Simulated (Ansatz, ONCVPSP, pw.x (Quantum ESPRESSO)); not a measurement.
## What a changed setting does to a pw.x run (fcc Ru)

Potential: optimised norm-conserving Vanderbilt (ONCV), ONCVPSP 4.0.1.1 (patched build), PBEsol; core [Ar] 3d10, reference 4s2 4p6 4d7 5s1; waves: 4s+5s: rc 1.40 bohr, ncon 4, nbas 7, qcut 6.9 1/bohr, 2 projectors; 4p: rc 1.75 bohr, ncon 4, nbas 7, qcut 7.8 1/bohr, 2 projectors, debl 2 Ha; 4d: rc 2.15 bohr, ncon 4, nbas 8, qcut 8.3 1/bohr, 2 projectors, debl 0.7 Ha; local part: polynomial inside 1.10 bohr (lpopt 2, dvloc0 0 Ha); core correction: Teter function, fcfact 4.5, rcfact 1.3.

The reference run (k-mesh 15³, cutoffs 135/540 Ry, Fermi–Dirac 0.01 Ry, mixing_beta 0.4, conv_thr 1e-9, no spin) gives 1.81 GPa at 13.350 Å³/atom, where all-electron LAPW gives 1.19 GPa. This run, with its own iteration cap, changes degauss to 0.002.

```
&control
  calculation='scf', prefix='x', pseudo_dir='./', outdir='./tmp', tstress=.true., disk_io='none'
/
&system
  ibrav=0, nat=1, ntyp=1, ecutwfc=135, ecutrho=540, nbnd=16,
  occupations='smearing', smearing='fd', degauss=0.002
/
&electrons
  conv_thr=1e-09, mixing_beta=0.4, electron_maxstep=60
/
ATOMIC_SPECIES
Ru 1.0 Ru.UPF
CELL_PARAMETERS angstrom
  0.00000000 1.88285593 1.88285593
  1.88285593 0.00000000 1.88285593
  1.88285593 1.88285593 0.00000000
ATOMIC_POSITIONS crystal
Ru 0.0000 0.0000 0.0000
K_POINTS automatic
15 15 15 0 0 0
```

```bash
pw.x < Ru.scf.in > Ru.scf.out
```

How does the run end?

It converges in 8 iterations; the free energy moves by +28.0 meV/atom and the pressure by -0.55 GPa. In a metal, with Fermi–Dirac smearing, F lies below its zero-width value by a term in the square of the width.

```
Message from routine setup:
     using ibrav=0 with symmetry is DISCOURAGED, use correct ibrav instead
     lattice parameter (alat)  =       5.0319  a.u.
     unit-cell volume          =      90.0903 (a.u.)^3
     number of electrons       =        16.00
     number of Kohn-Sham states=           16
     kinetic-energy cutoff     =     135.0000  Ry
     charge density cutoff     =     540.0000  Ry
     scf convergence threshold =      1.0E-09
     Exchange-correlation= PBESOL
     number of k points=   120  Fermi-Dirac smearing, width (Ry)=  0.0020
     iteration #  1     ecut=   135.00 Ry     beta= 0.40
     total energy              =    -198.05935067 Ry
     estimated scf accuracy    <       0.13818244 Ry
     iteration #  2     ecut=   135.00 Ry     beta= 0.40
     total energy              =    -198.07723246 Ry
     estimated scf accuracy    <       0.00491381 Ry
     iteration #  3     ecut=   135.00 Ry     beta= 0.40
     total energy              =    -198.07751253 Ry
     estimated scf accuracy    <       0.00077008 Ry
     [... 2 iterations left out ...]
     iteration #  6     ecut=   135.00 Ry     beta= 0.40
     total energy              =    -198.07757048 Ry
     estimated scf accuracy    <       0.00000007 Ry
     iteration #  7     ecut=   135.00 Ry     beta= 0.40
     total energy              =    -198.07757048 Ry
     estimated scf accuracy    <          1.3E-09 Ry
     iteration #  8     ecut=   135.00 Ry     beta= 0.40
     the Fermi energy is    23.8990 ev
!    total energy              =    -198.07757048 Ry
     estimated scf accuracy    <          1.5E-11 Ry
     smearing contrib. (-TS)   =      -0.00018889 Ry
     The total energy is F=E-TS. E is the sum of the following terms:
     one-electron contribution =     -31.58365997 Ry
     hartree contribution      =      28.03229457 Ry
     xc contribution           =     -29.58818201 Ry
     ewald contribution        =    -164.93783418 Ry
     convergence has been achieved in   8 iterations
          total   stress  (Ry/bohr**3)                   (kbar)     P=       12.58
     Message from routine punch:
     Nothing written, as per user request (disk_io='none')
```

The run took about 60 s on one core of a shared host (Neoverse-V1, 32 threads, 126 GiB, load 14).
